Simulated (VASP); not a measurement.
A run of VASP 6.6.1 is set up as follows.

Contents of run.py:

```python
from ase.calculators.vasp import Vasp
from ase.dft.dos import DOS
from ase.io import read

atoms = read('Ir.xyz')
calc = Vasp(
    directory='calc',
    xc='pbesol',
    pp='PBE',
    setups='recommended',
    prec='Accurate',
    encut=520,
    ediff=1e-07,
    ismear=-5,
    sigma=0.05,
    lreal=False,
    lasph=True,
    nelm=60,
    algo='Fast',
    isif=2,
    lwave=False,
    lcharg=False,
    lmaxmix=4,
    lorbit=10,
    kpts=[12, 12, 12],
    gamma=True,
)
atoms.calc = calc

print('energy (eV):', atoms.get_potential_energy())
print('free energy (eV):', atoms.get_potential_energy(force_consistent=True))
print('forces (eV/A):')
print(atoms.get_forces())
print('stress (eV/A^3, Voigt):', atoms.get_stress())
print('Fermi level (eV):', calc.get_fermi_level())
dos = DOS(calc, width=0.1, window=(-10, 10), npts=201)
print('E - E_F (eV), DOS (1/eV)')
for e, g in zip(dos.get_energies(), dos.get_dos()):
    print(f'{e:8.3f} {g:10.4f}')
```

Ir.xyz

```xyz
1
Lattice="0.0000000000 1.9156000000 1.9156000000 1.9156000000 0.0000000000 1.9156000000 1.9156000000 1.9156000000 0.0000000000" Properties=species:S:1:pos:R:3 pbc="T T T"
Ir     0.0000000000      0.0000000000      0.0000000000
```

Potentials or basis: VASP PAW PBE potentials, release 64 (Ir).

The run is started by

```bash
$ python run.py
```

**Question.** Estimate the band gap on the k mesh.

**Answer.** None (metal or under the smearing width).

**Question.** Predict the pressure.

**Answer.** 0.5 GPa.

States per cell in windows of 1 eV (zero at the Fermi level; states under -8 eV left out):
```
from (eV)  total  Ir1_d  Ir1_p  Ir1_s
     -8.0   0.90   0.53   0.06   0.23
     -7.0   1.16   0.88   0.08   0.11
     -6.0   0.97   0.78   0.10   0.01
     -5.0   1.14   0.92   0.11   0.03
     -4.0   1.58   1.30   0.16   0.04
     -3.0   1.00   0.81   0.11   0.02
     -2.0   1.10   0.96   0.07   0.02
     -1.0   0.79   0.72   0.03   0.01
      0.0   1.30   1.22   0.03   0.01
      1.0   0.53   0.46   0.04   0.02
      2.0   0.28   0.19   0.06   0.02
      3.0   0.25   0.14   0.07   0.03
      4.0   0.27   0.13   0.08   0.04
      5.0   0.25   0.09   0.07   0.06
      6.0   0.16   0.05   0.04   0.05
      7.0   0.33   0.11   0.07   0.11
```

Caveat: the PAW data sets were made with another functional, which shifts forces and pressure a little; tetrahedron occupations give inexact forces and stress in metals. The run has no spin-orbit coupling, so splittings on Ir are missing.
